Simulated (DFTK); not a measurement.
Crystal: CoO.

```
Co O
1.0
     0.00000    2.13150    2.13150
     2.13150    0.00000    2.13150
     2.13150    2.13150    0.00000
Co O
1 1
Cartesian
  0.0000 0.0000 0.0000
  2.1315 2.1315 2.1315
```

Base run:

| Item | Value |
| --- | --- |
| Program | DFTK 0.8.2 |
| Functional | BP86 |
| Potentials or basis | SPMS 1.0 (PBE) |
| Cutoff | 1225 eV |
| k mesh | 10 × 10 × 10 |
| Occupations | fermi-dirac, width 0.05 eV |
| Spin | collinear spin, ferromagnetic start |
| Starting moments | [2.0, 0.0] μB |

Its results: band gap on the k mesh none (metal or under the smearing width); pressure -3.3 GPa; net moment 2.91 μB per cell; site moments Co +2.56; O +0.35 μB.

Q: The run is repeated on the same cell with these changes: functional from BP86 to PBEsol. What comes out?

A: Band gap on the k mesh none (metal or under the smearing width); pressure -11.7 GPa; net moment 2.95 μB per cell; site moments Co +2.58; O +0.37 μB.

Caveats: the potentials were made for another functional, which shifts forces and pressure; a cell with one magnetic atom can't hold antiferromagnetic order, which such compounds often take; semilocal functionals often make such compounds metallic where correlation or magnetic order opens a gap, which also shifts bond lengths.
